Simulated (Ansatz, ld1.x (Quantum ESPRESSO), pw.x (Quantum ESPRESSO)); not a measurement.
**Ag (Z = 47) (diamond): variants of one TM potential in the solid**

```json
{
  "Element": "Ag (Z = 47)",
  "Generator": "ld1.x (Quantum ESPRESSO) 7.5",
  "Type": "norm-conserving Troullier–Martins (Kleinman–Bylander form)",
  "Functional": "PBE",
  "Relativity": "scalar-relativistic",
  "Frozen core": "[Kr]",
  "Valence charge": "11",
  "Reference configuration": "4d10 5s1 5p0",
  "Partial waves": "5p (bound, empty): rc 3.50 bohr; 4d (bound): rc 1.65 bohr; 5s (bound): rc 2.70 bohr",
  "Local potential": "the s channel",
  "Core correction": "none"
}
```

Crystal test: diamond Ag in pw.x 7.5, no spin, 8³ k-points, Fermi–Dirac smearing 0.01 Ry, cutoffs set for each file from its atomic test. The reference is all-electron LAPW (Ansatz 0.2.0) with the same functional, mesh and smearing; V0 and B0 come from Birch–Murnaghan fits to the pressures at five volumes. Errors are pseudo minus all-electron; Δ is the rms difference of the E(V) curves that follow from these fits, minima aligned, over ±6 % about the mean V0. Mesh and smearing are coarse, so the numbers serve the comparison and aren't converged zero-temperature values; the lattice is a test structure that the element need not adopt.

All-electron: a0 = 6.217 Å (V0 = 30.04 Å³/atom), B0 = 30.1 GPa.

Base: The largest radius (3.50 bohr) exceeds half the bond length (2.54 bohr), so the spheres overlap, which is one possible source of error among others. This is a poor potential for the solid. Atomic configuration tests: 1 of 7 tests not solved or not reliable.

1 further variants are left out: they gave no file fit for a test, a broken result, the same result as the base, or pressures whose basis-set error rivals the error shown.

| change | cutoffs (Ry) | pw.x | a0 (Å) | a0 error (%) | B0 error (%) | Δ (meV/atom) | mean pressure error (GPa) |
| --- | --- | --- | --- | --- | --- | --- | --- |
| base | 120/480 | converged | 6.271 | +0.87 | -0.4 | 5.2 | +0.85 |
| type PAW; waves now 5s (bound): rcut 2.35, rcutus 2.70 bohr; 5s channel at 0.35 Ry: rcut 2.35, rcutus 2.70 bohr; 5p (bound): rcut 3.05, rcutus 3.50 bohr; 5p channel at 1.05 Ry: rcut 3.05, rcutus 3.50 bohr; 4d (bound): rcut 1.45, rcutus 1.65 bohr; 4d channel at 0.95 Ry: rcut 1.45, rcutus 1.65 bohr; local potential all-electron potential smoothed inside 3.00 bohr (lloc = -1); augmentation PSQ, inside the norm-conserving radii | 85/680 | converged | 6.262 | +0.71 | +0.9 | 4.3 | +0.70 |
| wave 5s (bound): rc 2.70 bohr becomes 5s (bound): rc 3.06 bohr | 120/480 | converged | 6.164 | -0.86 | +5.9 | 5.2 | -0.78 |
| core correction a·sin(br)/r model core inside 0.96 bohr | 120/480 | converged | 6.283 | +1.06 | -0.5 | 6.4 | +1.05 |
| all radii scaled by about 0.93 (s 2.52, p 3.26, d 1.54 bohr) | 135/540 | converged | 6.293 | +1.22 | -3.0 | 7.3 | +1.20 |
